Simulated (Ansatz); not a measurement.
BP (zincblende): gap against strain (epitaxial in the xy plane)

BP built on the zincblende prototype, relaxed with r2SCAN in Ansatz 0.2.0, then strained (epitaxial in the xy plane; changes of length per length, axes as in the cell below) with the atoms relaxed again within the symmetry that is left. Space group F-43m (No. 216), cubic; conventional cell a = 4.537 Å, 11.67 Å³ an atom. Around B lie 4 P at 1.96 Å; around P lie 4 B at 1.96 Å. (Simulation; spin polarisation is off.)

```xyz
2
Lattice="0.0000 2.2683 2.2683 2.2683 0.0000 2.2683 2.2683 2.2683 0.0000" Properties=species:S:1:pos:R:3 pbc="T T T"
B     0.0000    0.0000    0.0000
P     1.1342    1.1342    1.1342
```

Gaps are the least over each mesh (PBE 10×10×10, r2SCAN 10×10×10, HSE06 6×6×6 when unstrained) and the special points, which keep their unstrained names; stress is the change from the unstrained cell, compression positive.

```csv
strain (%),free normal strain (%),"gap, PBE (eV)","gap, r2SCAN (eV)","gap, HSE06 (eV)","edges, HSE06","in-plane stress, r2SCAN (GPa)","energy rise, r2SCAN (meV/atom)"
-4.0,+1.63,0.701,0.852,1.407,Γ → Γ–X (0.84),+18.71,51.1
-3.0,+1.23,0.839,0.996,1.551,Γ → Γ–X (0.83),+13.53,28.2
-2.0,+0.82,0.975,1.137,1.692,Γ → Γ–X (0.83),+8.70,12.3
-1.0,+0.41,1.108,1.275,1.830,Γ → Γ–X (0.83),+4.20,3.0
0.0,0.00,1.238,1.410,1.964,Γ → Γ–X (0.83),0.00,0.0
+2.0,-0.82,0.872,1.021,1.576,Γ → Γ–X (0.82),-7.53,11.4
+3.0,-1.22,0.697,0.835,1.391,Γ → Γ–X (0.81),-10.90,25.0
+4.0,-1.64,0.528,0.655,1.211,Γ → Γ–X (0.81),-14.02,43.6
+4.48,-1.83,0.449,0.570,1.127,Γ → Γ–X (0.81),-15.43,54.2
+4.83,-1.98,0.392,0.510,1.067,Γ → Γ–X (0.81),-16.43,62.5
```

Between zero and the nearest strains the slope of the HSE06 gap against strain is +0.135 eV per percent for negative and -0.194 for positive strain; it falls either way, as happens when edge states split or other valleys take over.

Where an edge lies off the special points, it is a point of the mesh or the k point where a search put PBE's edge or least direct gap, reused for the other functionals, whose own edges may lie a little apart.

The meshes of the hybrids are coarse, so their gaps aren't converged to the digits shown.
